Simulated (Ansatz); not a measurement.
Na₂HgAsBr₆, space group Fm-3m, a single point

Run with Ansatz 0.2.0 through its Python package.

`scf_na2hgasbr6.py`:
```python
"""Single point of Na2HgAsBr6."""

import ansatz as az
import numpy as np

lattice = az.Lattice.of(
    [0.0, 5.56377, 5.56377],
    [5.56377, 0.0, 5.56377],
    [5.56377, 5.56377, 0.0],
)
sites = [
    ("Na", [0.75, 0.75, 0.75]),
    ("Na", [0.25, 0.25, 0.25]),
    ("Hg", [0.5, 0.5, 0.5]),
    ("As", [0.0, 0.0, 0.0]),
    ("Br", [0.76019, 0.23981, 0.23981]),
    ("Br", [0.23981, 0.23981, 0.76019]),
    ("Br", [0.23981, 0.76019, 0.76019]),
    ("Br", [0.23981, 0.76019, 0.23981]),
    ("Br", [0.76019, 0.23981, 0.76019]),
    ("Br", [0.76019, 0.76019, 0.23981]),
]
crystal = az.Crystal(lattice=lattice)
for symbol, position in sites:
    crystal = crystal.atom(symbol, position)

# functional, basis and sampling
calc = (
    crystal.calculation()
    .functional(az.Functional.PBE)
    .basis(630)
    .kpoints(length=17)
    .occupations("Fermi-Dirac", width=200 * az.meV)
    .mixing("broyden", preconditioner="kerker_dos")
    .initial_density(normalization="cell")
    .scf(tolerance=1e-05)
    .stress()
    .density()
    .forces()
)
session = calc.session()
planned = session.plan(threads=1)
done = planned.execute()
data = done.report

energy = data["free_energy_ev"]
print("Na2HgAsBr6: {:.6f} eV = {:.6f} Ry = {:.6f} Ha".format(energy, energy / 13.605693, energy / 27.211386))
print("Fermi level {:.4f} eV, {} k-points, {} symmetry operations".format(data["fermi_energy_ev"], data["n_kpoints"], data["n_symmetry_ops"]))

used = data["setup"]
print("cutoffs (eV):", used["ecut_ev"], used["ecutrho_ev"], " FFT grid:", used["fft_dense"])
print("cell volume {:.3f} A^3, {} symmetry operations".format(used["cell_volume_ang3"], used["n_sym_ops"]))

# the stress is positive in compression
sigma = data["stress_gpa"]
voigt = [sigma[0][0], sigma[1][1], sigma[2][2], sigma[1][2], sigma[0][2], sigma[0][1]]
print("stress xx yy zz yz xz xy (GPa):", " ".join(f"{s:.3f}" for s in voigt))
print("P =", round(10 * float(np.mean(voigt[:3])), 2), "kbar")

rho = done.density()
total = sum(ch.density_e_per_ang3 for ch in rho.channels[:2]) if len(rho.channels) < 3 else rho.channels[0].density_e_per_ang3
print("grid", rho.dims, "electrons", round(float(total.mean() * rho.cell_volume_ang3), 4))
print(f"density range {total.min():.4f} to {total.max():.4f} e/A^3")
print(np.array2string(total[:: max(rho.dims[0] // 8, 1), :: max(rho.dims[1] // 8, 1), 0], precision=3, suppress_small=True))

# forces, one row an atom
print("forces (eV/A)")
for site, force in zip(done.lattice.sites, data["forces_ev_ang"]):
    print(f"  {site.symbol:2s} {force[0]:9.4f} {force[1]:9.4f} {force[2]:9.4f}")
```

```console
$ python scf_na2hgasbr6.py
DeckWarning: scf.convergence.dr2_threshold = 1e-5 eV is looser than this run's default, which is 1e-7 eV or tighter. The error in the forces grows as the threshold's square root, so leave the key out unless less accurate forces are enough
DeckWarning: output.stress: scf.convergence.dr2_threshold = 1e-5 eV is looser than the 1e-9 eV advised for a printed stress (1e-10 eV for each atom of the cell: 10). What an SCF threshold leaves in a [...]
Na2HgAsBr6: -38348.735883 eV = -2818.580125 Ry = -1409.290063 Ha
Fermi level 3.2820 eV, 4 k-points, 48 symmetry operations
cutoffs (eV): 630.0 2520.0  FFT grid: [72, 72, 72]
cell volume 344.459 A^3, 48 symmetry operations
stress xx yy zz yz xz xy (GPa): -0.114 -0.114 -0.114 -0.000 0.000 0.000
P = -1.14 kbar
grid (72, 72, 72) electrons 95.0
density range 0.0048 to 33.7874 e/A^3
[[33.787  0.426  0.063  0.021  0.006  0.021  0.063  0.426]
 [ 0.426  0.109  0.064  0.012  0.012  0.064  0.109  0.426]
 [ 0.063  0.064  0.024  0.007  0.024  0.064  0.063  0.109]
 [ 0.021  0.012  0.007  0.007  0.012  0.021  0.064  0.064]
 [ 0.006  0.012  0.024  0.012  0.006  0.012  0.024  0.012]
 [ 0.021  0.064  0.064  0.021  0.012  0.007  0.007  0.012]
 [ 0.063  0.109  0.063  0.064  0.024  0.007  0.024  0.064]
 [ 0.426  0.426  0.109  0.064  0.012  0.012  0.064  0.109]]
forces (eV/A)
  Na   -0.0000   -0.0000   -0.0000
  Na   -0.0000    0.0000    0.0000
  Hg    0.0000   -0.0000   -0.0000
  As   -0.0000    0.0000    0.0000
  Br   -0.0054   -0.0000    0.0000
  Br   -0.0000   -0.0000   -0.0054
  Br    0.0054    0.0000   -0.0000
  Br   -0.0000   -0.0054   -0.0000
  Br   -0.0000    0.0054    0.0000
  Br   -0.0000   -0.0000    0.0054
```
(Warnings from the package without file and line, shortened.)

Caveats:
- The settings weren't tested for convergence.
- The cell holds an odd number of electrons and is run without spin, so a magnetic state may lie lower.
- The mesh is modest for a metal, so energies can be off by several to tens of meV an atom and pressures by half a GPa or more; differences at equal mesh fare better.
- The zero of the levels is a convention of the potentials, so an absolute Fermi energy is no work function.
- A Fermi-Dirac width this large means warm electrons, whose thermal share enters the free energy.
- Spin-orbit coupling, which matters for elements this heavy, is left out.
- Densities and potentials on the grid are those of the valence electrons, and inside the cores they hang on the potentials used.
- This cell is a computed structure, which may not be the phase found in nature.
- Cost: roughly 11 core-seconds.

(Lines on the test bed's own set-up are left out of the output.)
